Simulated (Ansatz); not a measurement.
# GaN (P1) in Ansatz: convergence with wavefunction cutoff

Aim: find how far wavefunction cutoff must go before the results for GaN settle, at PBE. This setting moves, with any that are tied to it; all else stays.

Everything below comes from runs of Ansatz 0.2.0. Logs are shortened: lines on timing, memory, paths and dates and some standing lists are left out, and cuts for length are marked.

**1. The cell of the first run**

The typed cell holds 4 atoms: a = 3.180 Å, b = 3.180 Å, c = 5.166 Å, α = 90.00°, β = 90.00°, γ = 120.00°.

The cell isn't the ideal one: atoms moved at random, drawn with an rms of 0.05 Å.

**2. With wavefunction cutoff 400 eV**

Input file input.yaml:

```yaml
crystal:
  lattice:
    - [3.18, 0.0, 0.0]
    - [-1.59, 2.753960784, 0.0]
    - [0.0, 0.0, 5.166]
  atoms:
    - { symbol: Ga, position: [0.677932, 0.337742, 0.498947] }
    - { symbol: Ga, position: [0.345992, 0.669724, 0.010592] }
    - { symbol: "N", position: [0.670247, 0.342543, 0.876186] }
    - { symbol: "N", position: [0.334197, 0.65293, 0.374213] }
hamiltonian:
  xc: pbe
  pseudopotentials: { kind: nc, accuracy: stringent }
kpoints:
  mp_grid: { grid: [7, 7, 4] }
scf:
  occupations: { method: fermi_dirac, width: 0.1 }
output:
  forces: true
  stress: true
  eigenvalues: true
basis:
  ecutwfc: "400 eV"
```

Potentials or basis: PseudoDojo stringent (PBE files).

Launch:

```bash
ansatz run input.yaml --threads 2 --pin off --max-ram 5632MiB --backend cpu --events-out ev --progress --plain --runs-dir out
```

Wall time 15 s (2 threads of Intel Xeon at 2.50GHz (Skylake/Cascade Lake), shared host); peak memory 0.36 GiB.

What came out:

- Free energy: -13065.2939 eV
- Pressure: 20.1 GPa
- Largest force: 1.431 eV/Å
- Band gap on the k mesh: none (metal or under the smearing width)

**3. With wavefunction cutoff 500 eV**

Edit input.yaml of step 2 so:

```diff
@@ -22,2 +22,2 @@
 basis:
-  ecutwfc: "400 eV"
+  ecutwfc: "500 eV"
```

Potentials or basis: PseudoDojo stringent (PBE files).

Launch:

```bash
ansatz run input.yaml --threads 2 --pin off --max-ram 5632MiB --backend cpu --events-out ev --progress --plain --runs-dir out
```

Wall time 17 s (2 threads of Intel Xeon at 2.50GHz (Skylake/Cascade Lake), shared host); peak memory 0.39 GiB.

Results:

```
Free energy            : -13486.4275 eV
Pressure               : 14.2 GPa
Largest force          : 1.123 eV/Å
Band gap on the k mesh : none (metal or under the smearing width)
```

**4. With wavefunction cutoff 600 eV**

Edit input.yaml of step 3 so:

```diff
@@ -22,2 +22,2 @@
 basis:
-  ecutwfc: "500 eV"
+  ecutwfc: "600 eV"
```

Launch:

```bash
ansatz run input.yaml --threads 2 --pin off --max-ram 5632MiB --backend cpu --events-out ev --progress --plain --runs-dir out
```

Run time: 24 s. Hardware: 2 threads of Intel Xeon at 2.50GHz (Skylake/Cascade Lake), shared host; peak memory 0.43 GiB.

Results:

| Property | Result |
| --- | --- |
| Free energy | -13748.9353 eV |
| Pressure | -5.3 GPa |
| Largest force | 1.710 eV/Å |
| Band gap on the k mesh | 0.98 eV, direct |

**5. With wavefunction cutoff 700 eV**

Edit input.yaml of step 4 so:

```diff
@@ -22,2 +22,2 @@
 basis:
-  ecutwfc: "600 eV"
+  ecutwfc: "700 eV"
```

Launch:

```bash
ansatz run input.yaml --threads 2 --pin off --max-ram 5632MiB --backend cpu --events-out ev --progress --plain --runs-dir out
```

Wall time 25 s (2 threads of Intel Xeon at 2.50GHz (Skylake/Cascade Lake), shared host); peak memory 0.47 GiB.

Results:

| Property | Result |
| --- | --- |
| Free energy | -13906.6724 eV |
| Pressure | 5.2 GPa |
| Largest force | 0.994 eV/Å |
| Band gap on the k mesh | 1.36 eV, direct |

**6. With wavefunction cutoff 850 eV**

Edit input.yaml of step 5 so:

```diff
@@ -22,2 +22,2 @@
 basis:
-  ecutwfc: "700 eV"
+  ecutwfc: "850 eV"
```

Potentials or basis: PseudoDojo stringent (PBE files).

Launch:

```bash
ansatz run input.yaml --threads 2 --pin off --max-ram 5632MiB --backend cpu --events-out ev --progress --plain --runs-dir out
```

Run time: 31 s. Hardware: 2 threads of Intel Xeon at 2.50GHz (Skylake/Cascade Lake), shared host; peak memory 0.47 GiB.

Results (log left out):

* Free energy: -14024.0848 eV
* Pressure: 4.8 GPa
* Largest force: 1.616 eV/Å
* Band gap on the k mesh: 1.73 eV, direct

**7. With wavefunction cutoff 1000 eV**

Edit input.yaml of step 6 so:

```diff
@@ -22,2 +22,2 @@
 basis:
-  ecutwfc: "850 eV"
+  ecutwfc: "1000 eV"
```

Launch:

```bash
ansatz run input.yaml --threads 2 --pin off --max-ram 5632MiB --backend cpu --events-out ev --progress --plain --runs-dir out
```

It took 30 s on 2 threads of Intel Xeon at 2.50GHz (Skylake/Cascade Lake), shared host; peak memory 0.54 GiB.

It converged, with:

| Property | Result |
| --- | --- |
| Free energy | -14066.4551 eV |
| Pressure | 6.9 GPa |
| Largest force | 1.542 eV/Å |
| Band gap on the k mesh | 1.84 eV, direct |

**8. With wavefunction cutoff 1200 eV**

Edit input.yaml of step 7 so:

```diff
@@ -22,2 +22,2 @@
 basis:
-  ecutwfc: "1000 eV"
+  ecutwfc: "1200 eV"
```

Launch:

```bash
ansatz run input.yaml --threads 2 --pin off --max-ram 5632MiB --backend cpu --events-out ev --progress --plain --runs-dir out
```

Run time: 39 s. Hardware: 2 threads of Intel Xeon at 2.50GHz (Skylake/Cascade Lake), shared host; peak memory 0.62 GiB.

The run converged. Its results:

* Free energy: -14079.6872 eV
* Pressure: 7.5 GPa
* Largest force: 1.518 eV/Å
* Band gap on the k mesh: 1.88 eV, direct

**9. With wavefunction cutoff 1400 eV**

Edit input.yaml of step 8 so:

```diff
@@ -22,2 +22,2 @@
 basis:
-  ecutwfc: "1200 eV"
+  ecutwfc: "1400 eV"
```

Potentials or basis: PseudoDojo stringent (PBE files).

Launch:

```bash
ansatz run input.yaml --threads 2 --pin off --max-ram 5632MiB --backend cpu --events-out ev --progress --plain --runs-dir out
```

Wall time 50 s (2 threads of Intel Xeon at 2.50GHz (Skylake/Cascade Lake), shared host); peak memory 0.72 GiB.

Results (log left out):

- Free energy: -14081.0527 eV
- Pressure: 7.5 GPa
- Largest force: 1.527 eV/Å
- Band gap on the k mesh: 1.89 eV, direct

**10. With wavefunction cutoff 1700 eV**

Edit input.yaml of step 9 so:

```diff
@@ -22,2 +22,2 @@
 basis:
-  ecutwfc: "1400 eV"
+  ecutwfc: "1700 eV"
```

Potentials or basis: PseudoDojo stringent (PBE files).

Launch:

```bash
ansatz run input.yaml --threads 2 --pin off --max-ram 5632MiB --backend cpu --events-out ev --progress --plain --runs-dir out
```

The log of the run:

```text
Warning: RAYON_NUM_THREADS=2 ignored (pool sized by the plan → 2); use --threads N
Engine: ansatz 0.2.0, x86_64-unknown-linux-gnu
Pseudopotentials: kind: nc
Pseudopotential: Ga, nc, valence charge 21, recommended cutoff 1551.049016 eV (normal), Ga.nc.azcp (PseudoDojo's, or run here from an input of PseudoDojo's; its table is named by hamiltonian.pseudopotentials.accuracy)
Pseudopotential: N, nc, valence charge 5, recommended cutoff 1142.878222 eV (normal), N.nc.azcp (PseudoDojo's, or run here from an input of PseudoDojo's; its table is named by hamiltonian.pseudopotentials.accuracy)
Functional definition: PBE
  parameter kappa = 0.804
  parameter beta = 0.06672455060314922
  exchange = pbe_x(kappa = kappa, mu = beta*pi^2/3)
  correlation = pbe_c(beta = beta)
Crystal: 4 atoms, lattice volume = 45.242 Å³
Basis set: ecut = 1700 eV, 7235 PW (Γ), exchange–correlation on 90×90×144 points (8 copies of the dense FFT grid, shifted against one another)
Bands: 32, of which v1, the nominal top of the filled ones, is band 26 counted from 1 (25 counted from 0)
Symmetry: 1 space group operations
Space group: P1 (ITA 1), of the structure as read, at distance tolerance 3.6e-5 Å
k-points: 99 of 196 (time reversal used)
Non-local potential: Ga, projectors of the file, l = 0: 2, l = 1: 2, l = 2: 2
Non-local potential: N, projectors of the file, l = 0: 2, l = 1: 2
Initial density: superposition of atomic densities (chi_scale 0.1, normalization cell, long waves kept (reshape's long-wave potential 0.01 eV rms))
Initial wavefunctions: pseudopotential atomic-orbital guess
Functional: x = pbe(κ = 0.804, μ = 0.2195149727645171), c = pbe(β = 0.06672455060314922)
SCF iter   1: F=—  HF=-14082.278543 eV  |F-HF|=—  |Δ(HF+E_count)|=         —  Δρ=1.01e-1  dr2=4.28e0  ethr=3.10e-3  ⟨swp⟩=6.1  Hψ=12941  notcnv=0
preconditioner: auto → Resta (q_TF=auto, 2.792 Å⁻¹)  ε∞=4.3  [insulator: Δε(μ)=2.586 eV  Ē_g=18.207 eV  σ=0.100 eV  W_gap=1.00  n_scr=22 (ndim 8)  ℏωp=33.1 eV  f_vac=0.000  D(μ)=0.00/eV (n_scr^D=0)  ε∞_Penn≈4.3]
SCF iter   2: F=—  HF=-14081.171916 eV  |F-HF|=—  |Δ(HF+E_count)|=    1.11e0  Δρ=3.78e-2  dr2=4.66e-1  ethr=3.10e-3  ⟨swp⟩=2.1  Hψ=6100  notcnv=0  defer=193
SCF iter   3: F=—  HF=-14081.100563 eV  |F-HF|=—  |Δ(HF+E_count)|=   7.14e-2  Δρ=1.62e-2  dr2=9.16e-2  ethr=8.97e-4  ⟨swp⟩=2.1  Hψ=3491  notcnv=0  defer=94
automatic band count: iteration 3 solves 31 bands in place of 32: the levels show a gap, and the empty bands left out lie too high to hold charge; the band table lists the bands solved (type scf.n_extra_bands for more)
SCF iter   4: F=—  HF=-14081.100778 eV  |F-HF|=—  |Δ(HF+E_count)|=   2.15e-4  Δρ=3.28e-3  dr2=2.67e-3  ethr=1.76e-4  ⟨swp⟩=2.1  Hψ=3878  notcnv=0  defer=94
SCF iter   5: F=—  HF=-14081.102426 eV  |F-HF|=—  |Δ(HF+E_count)|=   1.65e-3  Δρ=1.36e-3  dr2=4.25e-4  ethr=5.14e-6  ⟨swp⟩=2.3  Hψ=4819  notcnv=0  defer=94
SCF iter   6: F=—  HF=-14081.102883 eV  |F-HF|=—  |Δ(HF+E_count)|=   4.57e-4  Δρ=4.71e-4  dr2=5.08e-5  ethr=8.17e-7  ⟨swp⟩=2.3  Hψ=5028  notcnv=0  defer=94
SCF iter   7: F=—  HF=-14081.102757 eV  |F-HF|=—  |Δ(HF+E_count)|=   1.26e-4  Δρ=1.31e-4  dr2=5.22e-6  ethr=9.77e-8  ⟨swp⟩=2.0  Hψ=4851  notcnv=0  defer=94
SCF iter   8: F=—  HF=-14081.102758 eV  |F-HF|=—  |Δ(HF+E_count)|=   1.25e-6  Δρ=5.05e-5  dr2=4.73e-7  ethr=1.00e-8  ⟨swp⟩=2.2  Hψ=4911  notcnv=0  defer=94
SCF iter   9: F=-14081.102758 eV  HF=-14081.102758 eV  |F-HF|=1.31e-8  |Δ(HF+E_count)|=   2.73e-7  Δρ=8.09e-6  dr2=1.63e-8  ethr=1.92e-10  ⟨swp⟩=11.1  Hψ=15038  notcnv=0
SCF 1 converged in 9 iterations: F = -14081.102758 eV  dr2 = 1.63e-8
SCF converged after 9 iterations
Free energy (F): -14081.102758 eV
Harris-Foulkes:  -14081.102758 eV  (|F-HF|=1.31e-8)
Internal energy: -14081.102755 eV  (E = F + TS)
E sigma→0 (E₀):  -14081.102757 eV
Entropy (-TS):   -0.000003 eV (-0.001 meV/atom)
Fermi energy:    12.955647 eV
--- Per-component energies (eV) ---
  E_band       = -1426.734378
  E_kinetic    = 6958.002764
  E_local      = -14246.634569  (includes V_loc(G=0)·N_el)
  E_nonlocal   = -3289.347695
  E_hartree    = 5457.554450
  E_xc         = -1577.531789
  E_vxc        = -1763.859120  (∫ρ·V_xc dr)
  E_ewald      = -7383.145917
  E_smearing   = -0.000003  (= −TS)
  E_closure    = 0.000000  (closes the sum)
  Σ components = -14081.102758   (vs F -14081.102758, Δ=0.00e0)
--- Forces (eV/Å), atoms counted from 1 ---
  atom   1  Ga    -0.08733245    -0.52407966     0.49850718
  atom   2  Ga    -0.44903605     0.17914092    -1.44851686
  atom   3  N      0.49133769    -0.25908622     0.20373130
  atom   4  N      0.04503086     0.60402433     0.74624035
  max |Σ_I F_I| component: 3.80e-5 eV/Å
--- Stress (GPa, compression-positive) ---
        7.895322      -1.010372      -0.924503
       -1.010372       3.535772      -0.646083
       -0.924503      -0.646083      11.011076
  P = ⅓ Tr σ = 7.4807 GPa (74.807 kbar)
--- Band table (eV; the first three rows and the last of 99) ---
  k-point 0: bands = ["-130.3318", "-130.1482", "-81.0902", "-81.0752", "-81.0679", "-80.9098", "-80.8931", "-80.8847", "-4.2543", "-3.2243", "-1.7483", "-1.7253", "-1.7016", "-1.5393", "-1.5262", "-1.4593", "-1.4578", "-1.2713", "-1.2666", "-0.0140", "4.6495", "10.6366", "10.8725", "11.7378", "11.8758", "11.9494", "13.8372", "16.2463", "21.0472", "21.8286", "21.8463"]
  k-point 1: bands = ["-130.3318", "-130.1482", "-81.0902", "-81.0752", "-81.0679", "-80.9098", "-80.8931", "-80.8847", "-4.0954", "-3.2740", "-1.7488", "-1.7257", "-1.6518", "-1.5524", "-1.5432", "-1.4394", "-1.4377", "-1.2749", "-1.2711", "-0.5875", "5.7298", "10.2662", "10.7793", "11.0023", "11.7093", "11.8130", "14.9999", "16.3403", "20.6801", "21.6231", "21.8645"]
  k-point 2: bands = ["-130.3318", "-130.1482", "-81.0902", "-81.0752", "-81.0679", "-80.9098", "-80.8931", "-80.8847", "-3.8716", "-3.3789", "-1.7489", "-1.7264", "-1.5741", "-1.5568", "-1.4434", "-1.4204", "-1.4103", "-1.2795", "-1.2769", "-1.2395", "7.7849", "8.0913", "11.0036", "11.2174", "11.4415", "11.6124", "16.0407", "16.2890", "20.2934", "20.6481", "22.0467"]
  k-point 98: bands = ["-130.3318", "-130.1482", "-81.0906", "-81.0753", "-81.0686", "-80.9104", "-80.8936", "-80.8847", "-3.4503", "-3.0077", "-1.6541", "-1.6159", "-1.5385", "-1.4864", "-1.4588", "-1.3837", "-1.3379", "-1.2723", "-0.5953", "0.3295", "5.7732", "6.7656", "8.2656", "8.8746", "10.1392", "10.5603", "17.0084", "18.3281", "18.9690", "20.1062", "21.4173"]
```

It took 67 s on 2 threads of Intel Xeon at 2.50GHz (Skylake/Cascade Lake), shared host; peak memory 0.89 GiB.

Results:

```
Free energy            : -14081.1028 eV
Pressure               : 7.5 GPa
Largest force          : 1.527 eV/Å
Band gap on the k mesh : 1.89 eV, direct
```

**11. Result**

```tsv
wavefunction cutoff	energy less the tightest run, at zero smearing (meV/atom)	pressure (GPa)	largest force (eV/Å)	gap on the mesh (eV)	SCF cycles	CPU time (s)	peak memory (GiB)
400 eV	253953.13	20.13	1.431	0.000	11	25	0.36
500 eV	148669.22	14.17	1.123	0.000	10	29	0.39
600 eV	83041.90	-5.27	1.710	0.978	10	36	0.43
700 eV	43607.60	5.18	0.994	1.357	9	41	0.47
850 eV	14254.50	4.78	1.616	1.726	9	53	0.47
1000 eV	3661.92	6.89	1.542	1.844	9	53	0.54
1200 eV	353.89	7.47	1.518	1.880	9	67	0.62
1400 eV	12.51	7.46	1.527	1.887	9	82	0.72
1700 eV	0.00	7.48	1.527	1.888	9	110	0.89
```

Against the tightest run, the pressure stays within 0.1 GPa from 1200 eV on; the largest force stays within 0.005 eV/Å from 1400 eV on; the gap on the mesh stays within 0.01 eV from 1200 eV on. Not settled before the last step: the energy (to 1 meV/atom). The tightest run that finished is the yardstick and may itself not be fully converged.

Caveats: odd divisions of the mesh miss points on the zone boundary, where band edges often lie, so the gap on the mesh can be too wide.
